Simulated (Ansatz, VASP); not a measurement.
# Fe in VASP and in Ansatz

```
CELL_PARAMETERS angstrom
2.43193 0.00000 0.00000
0.00000 2.43193 0.00000
0.00000 0.00000 2.43193
ATOMIC_POSITIONS crystal
Fe 0.00000 0.00000 0.00000
```

Alike in both runs: task single point; functional RPBE; k mesh 15 × 15 × 15; occupations fermi-dirac, width 0.05 eV; collinear spin.

|  | VASP | Ansatz |
| --- | --- | --- |
| version | VASP 6.6.1 | Ansatz 0.2.0 |
| potentials or method | VASP PAW PBE potentials, release 64 (Fe) | plane waves (420 eV) with PAW, scalar-relativistic |
| plane-wave cutoff (eV) | 520 | 420 |
| valence electrons in the cell | 8 | 16 |

|  | VASP | Ansatz | Ansatz less VASP |
| --- | --- | --- | --- |
| pressure (GPa) | -3.7 | -3.8 | -0.06 |
| net moment per atom (μB) | 2.54 | 2.52 | -0.025 |
| size of the moment on the site where the two differ most (μB) | 2.54 | 2.52 | -0.025 |

Site moments also hang on the region over which each program counts them. The two sets of potentials don't hold the same shells in valence.

Caveats: the PAW data sets were made with another functional, which shifts forces and pressure a little (VASP).
